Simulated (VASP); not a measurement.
# MoS2 in VASP: a series of runs

The runs below take MoS2 through equation of state, with PBEsol, PBE.

Everything below comes from runs of VASP 6.6.1. Logs are shortened: lines on timing, memory, paths and dates and some standing lists are left out, and cuts for length are marked.

**1. Starting point**

The cell holds a slab with vacuum, 3 atoms: a = 3.184 Å, b = 3.184 Å, c = 17.335 Å, α = 90.00°, β = 90.00°, γ = 120.00°.

**2. Equation of state, PBEsol, 47.69 Å³/atom (volume scaled by 0.94)**

File INCAR:

```
ALGO     = Normal         # electronic algorithm
EDIFF    = 1E-7           # SCF threshold, eV
ENCUT    = 520            # plane-wave cutoff, eV
GGA      = PS             # functional
ISIF     = 2              # what is computed and relaxed
ISMEAR   = -1             # smearing method
LASPH    = T              # aspherical terms in the spheres
LCHARG   = F              # write CHGCAR
LREAL    = F              # projectors in reciprocal space
LWAVE    = F              # write WAVECAR
NBANDS   = 20             # bands
NELM     = 60             # most SCF steps
PREC     = Accurate       # precision mode
SIGMA    = 0.05           # smearing width, eV
```

File KPOINTS:

```
k-points
0
Gamma
  10 10 2
```

File POSCAR:

```
MoS2
1.0
    3.1191256785      0.0000000000      0.0000000000
   -1.5595628393      2.7012420752      0.0000000000
    0.0000000000      0.0000000000     16.9807333112
Mo S
1 2
Direct
    0.0000000000      0.0000000000      0.0000000000
    0.3333333333      0.6666666667      0.9105070200
    0.3333333333      0.6666666667      0.0894929800
```

Potentials or basis: VASP PAW PBE potentials, release 64 (Mo_sv, S).

Launch:

```console
cat potpaw_PBE.64/Mo_sv/POTCAR potpaw_PBE.64/S/POTCAR > POTCAR
mpirun -np 1 vasp_std > vasp.out
```

OUTCAR:

```text
EDIFF = 1E-7
   ENCUT = 520
   GGA = PS
   ISIF = 2
   ISMEAR = -1
   LASPH = T
   LREAL = F
   NELM = 60
   PREC = Accurate

 Found     28 irreducible k-points:

 Following reciprocal coordinates:
            Coordinates               Weight
  0.000000  0.000000  0.000000      1.000000
  0.100000  0.000000  0.000000      6.000000
  0.200000  0.000000  0.000000      6.000000
  0.300000  0.000000  0.000000      6.000000
  0.400000  0.000000  0.000000      6.000000
  0.500000  0.000000  0.000000      3.000000
   k-points           NKPTS =     28   k-points in BZ     NKDIM =     28   number of bands    NBANDS=     20
   number of dos      NEDOS =    301   number of ions     NIONS =      3
   total plane-waves  NPLWV =  72576
   dimension x,y,z NGX =    24 NGY =   24 NGZ =  126
   dimension x,y,z NGXF=    48 NGYF=   48 NGZF=  252
   ions per type =               1   2
   NGX,Y,Z   is equivalent  to a cutoff of  12.79, 12.79, 12.34 a.u.
   NGXF,Y,Z  is equivalent  to a cutoff of  25.58, 25.58, 24.67 a.u.
 SYSTEM =  unknown system
   PREC   = accura    normal or accurate (medium, high low for compatibility)
   ISTART =      0    job   : 0-new  1-cont  2-samecut
   ICHARG =      2    charge: 1-file 2-atom 10-const
   ISPIN  =      1    spin polarized calculation?
   LNONCOLLINEAR =      F non collinear calculations
   LSORBIT =      F    spin-orbit coupling
   LASPH  =      T    aspherical Exc in radial PAW
   ENCUT  =  520.0 eV  38.22 Ry    6.18 a.u.   5.80  5.80 31.57*2*pi/ulx,y,z
   NELM   =     60;   NELMIN=  2; NELMDL= -5     # of ELM steps
   EDIFF  = 0.1E-06   stopping-criterion for ELM
   LREAL  =      F    real-space projection
   EDIFFG = 0.1E-05   stopping-criterion for IOM
   NSW    =      0    number of steps for IOM
   IBRION =     -1    ionic relax: 0-MD 1-quasi-New 2-CG
   NFREE  =      0    steps in history (QN), initial steepest desc. (CG)
   ISIF   =      2    stress and relaxation
   ISYM   =      2    0-nonsym 1-usesym 2-fastsym
   POTIM  = 0.5000    time-step for ionic-motion
   TEBEG  =    0.0;   TEEND  =   0.0 temperature during run
   PSTRESS=    0.0 pullay stress
   NELECT =      26.0000    total number of electrons
   NUPDOWN=      -1.0000    fix difference up-down
   EMIN   =  10.00;   EMAX   =-10.00  energy-range for DOS
   EFERMI =   0.00;   METHOD = LEGACY
   ISMEAR =    -1;   SIGMA  =   0.05  broadening in eV -4-tet -1-fermi 0-gaus
   EFERMI_NEDOS =   21; number of points for ismear=-14 and -15
   IALGO  =     38    algorithm
   IMIX   =      4    mixing-type and parameters
     AMIX     =   0.40;   BMIX     =  1.00
     AMIX_MAG =   1.60;   BMIX_MAG =  1.00
  volume/ion in A,a.u.               =      47.69       321.83
  Fermi-wavevector in a.u.,A,eV,Ry     =   0.927289  1.752322 11.699167  0.859864
  Thomas-Fermi vector in A             =   2.053343
   LORBIT       =      0    0 simple, 1 ext, 2 COOP (PROOUT), +10 PAW based schemes
   GGA     = PS    functional components
   LHFCALC =     F    Hartree Fock is set to
   AEXX    =    0.0000 exact exchange contribution
   IVDW    =     0    specifies the selected vdW correction
   LEPSILON=     F    determine dielectric tensor
   LRPA    =     F    only Hartree local field effects (RPA)
 non-spin polarized calculation
  energy-cutoff  :      520.00
  volume of cell :      143.07
 maximum number of plane-waves:      3888
 NGX is ok and might be reduce to    24
   NGX = 11   NGY = 11   NGZ = 63

 number of electron      26.0000003 magnetization

 Free energy of the ion-electron system (eV)
  ---------------------------------------------------
  ext. energy  EPLUGINS =         0.00000000
  ---------------------------------------------------
  free energy    TOTEN  =       -23.37687327 eV

  energy without entropy =      -23.37687327  energy(sigma->0) =      -23.37687327

 E-fermi :  -0.2629     XC(G=0):  -4.5529

 val. band max:       -1.1994847880   @ k =   0.0000   0.0000   0.0000
 cond. band min:       0.7164315654   @ k =   0.3000   0.3000   0.5000
 fundamental gap:      1.9159163535
 Fermi energy:        -0.2628635086

 k-point     1 :       0.0000    0.0000    0.0000
  band No.  band energies     occupation
      1     -61.8694      2.00000
      2     -36.1151      2.00000
      3     -35.8302      2.00000
      4     -35.8302      2.00000
      5     -15.6445      2.00000
      6     -14.1218      2.00000
[... 12 lines left out ...]
     19       4.5826      0.00000
     20       5.1634      0.00000

 k-point     2 :       0.1000    0.0000    0.0000
  band No.  band energies     occupation
      1     -61.8646      2.00000
      2     -36.1057      2.00000
      3     -35.8774      2.00000
      4     -35.8408      2.00000
      5     -15.4802      2.00000
      6     -14.0620      2.00000
[... 12 lines left out ...]
     19       4.7834      0.00000
     20       5.7554      0.00000

 k-point     3 :       0.2000    0.0000    0.0000
  band No.  band energies     occupation
      1     -61.8519      2.00000
      2     -36.0808      2.00000
      3     -35.9993      2.00000
      4     -35.8683      2.00000
      5     -15.0250      2.00000
      6     -13.8971      2.00000
[... 12 lines left out ...]
     19       5.3571      0.00000
     20       6.3817      0.00000

 k-point     4 :       0.3000    0.0000    0.0000
  band No.  band energies     occupation
      1     -61.8361      2.00000
      2     -36.1469      2.00000
      3     -36.0499      2.00000
      4     -35.9022      2.00000
      5     -14.3944      2.00000
      6     -13.6726      2.00000
[... 12 lines left out ...]
     19       6.1527      0.00000
     20       7.0434      0.00000

 k-point     5 :       0.4000    0.0000    0.0000
  band No.  band energies     occupation
      1     -61.8233      2.00000
      2     -36.2640      2.00000
      3     -36.0248      2.00000
      4     -35.9294      2.00000
      5     -13.7992      2.00000
      6     -13.4695      2.00000
[... 12 lines left out ...]
     19       6.5806      0.00000
     20       6.8807      0.00000

 k-point     6 :       0.5000    0.0000    0.0000
  band No.  band energies     occupation
      1     -61.8184      2.00000
      2     -36.3082      2.00000
      3     -36.0151      2.00000
      4     -35.9397      2.00000
      5     -13.5411      2.00000
      6     -13.3855      2.00000
[... 12 lines left out ...]
     19       6.7686      0.00000
     20       7.3398      0.00000

 [... further k-points ...]

------------------------ aborting loop because EDIFF is reached ----------------------------------------

  FORCE on cell =-STRESS in cart. coord.  units (eV):
  Direction    XX          YY          ZZ          XY          YZ          ZX
  --------------------------------------------------------------------------------------
  -------------------------------------------------------------------------------------
  Total        1.7177287      1.7177287      2.9006232     -0.0000000      0.0000000     -0.0000000
  in kB       19.2358919     19.2358919     32.4824718     -0.0000000      0.0000000     -0.0000000
  external PRESSURE =      23.6514185 kB  Pullay stress =       0.0000000 kB

 VOLUME and BASIS-vectors are now :
 -----------------------------------------------------------------------------
  energy-cutoff  :      520.00
  volume of cell :      143.07
      direct lattice vectors                 reciprocal lattice vectors
     3.119125679  0.000000000  0.000000000     0.320602663  0.185100034  0.000000000
    -1.559562839  2.701242075  0.000000000     0.000000000  0.370200068  0.000000000
     0.000000000  0.000000000 16.980733311     0.000000000  0.000000000  0.058890272

 POSITION                                       TOTAL-FORCE (eV/Angst)
 -----------------------------------------------------------------------------------
      0.00000      0.00000      0.00000         0.000000     -0.000000      0.000000
     -0.00000      1.80083     15.46108         0.000000      0.000000     -0.962060
     -0.00000      1.80083      1.51966        -0.000000      0.000000      0.962060
 -----------------------------------------------------------------------------------
    total drift:                                0.000000     -0.000000     -0.000000

  FREE ENERGIE OF THE ION-ELECTRON SYSTEM (eV)
  ---------------------------------------------------
  free  energy   TOTEN  =       -23.3768732669 eV

  energy  without entropy=      -23.3768732661  energy(sigma->0) =      -23.37687327
```

Run time: 52 s. Hardware: 1 thread of Intel Xeon 6975P-C (Granite Rapids), shared host; peak memory 0.28 GiB.

What came out:

```yaml
Free_energy: -23.3769 eV
Largest_force: 0.962 eV/Å
Band_gap_on_the_k_mesh: 1.92 eV, indirect (least direct gap 2.11 eV)
```

Caveat: the PAW data sets were made with another functional, which shifts forces and pressure a little.

**3. Equation of state, PBEsol, 48.71 Å³/atom (volume scaled by 0.96)**

INCAR is that of step 2.

KPOINTS is that of step 2.

File POSCAR:

```
MoS2
1.0
    3.1410920760      0.0000000000      0.0000000000
   -1.5705460380      2.7202655334      0.0000000000
    0.0000000000      0.0000000000     17.1003198802
Mo S
1 2
Direct
    0.0000000000      0.0000000000      0.0000000000
    0.3333333333      0.6666666667      0.9105070200
    0.3333333333      0.6666666667      0.0894929800
```

Potentials or basis: VASP PAW PBE potentials, release 64 (Mo_sv, S).

Launch:

```console
cat potpaw_PBE.64/Mo_sv/POTCAR potpaw_PBE.64/S/POTCAR > POTCAR
mpirun -np 1 vasp_std > vasp.out
```

Wall time 51 s (1 thread of Intel Xeon 6975P-C (Granite Rapids), shared host); peak memory 0.28 GiB.

Results (log left out):

| Item | Value |
| --- | --- |
| Free energy | -23.4097 eV |
| Largest force | 0.563 eV/Å |
| Band gap on the k mesh | 1.86 eV, indirect (least direct gap 2.04 eV) |

Caveat: the PAW data sets were made with another functional, which shifts forces and pressure a little.

**4. Equation of state, PBEsol, 49.72 Å³/atom (volume scaled by 0.98)**

INCAR is that of step 3.

KPOINTS is that of step 3.

File POSCAR:

```
MoS2
1.0
    3.1627554646      0.0000000000      0.0000000000
   -1.5813777323      2.7390265783      0.0000000000
    0.0000000000      0.0000000000     17.2182568475
Mo S
1 2
Direct
    0.0000000000      0.0000000000      0.0000000000
    0.3333333333      0.6666666667      0.9105070200
    0.3333333333      0.6666666667      0.0894929800
```

Launch:

```console
cat potpaw_PBE.64/Mo_sv/POTCAR potpaw_PBE.64/S/POTCAR > POTCAR
mpirun -np 1 vasp_std > vasp.out
```

It took 50 s on 1 thread of Intel Xeon 6975P-C (Granite Rapids), shared host; peak memory 0.27 GiB.

It converged, with:

```
Free energy            : -23.4189 eV
Largest force          : 0.194 eV/Å
Band gap on the k mesh : 1.80 eV, indirect (least direct gap 1.99 eV)
```

Caveat: the PAW data sets were made with another functional, which shifts forces and pressure a little.

[end of part 1 of 2]
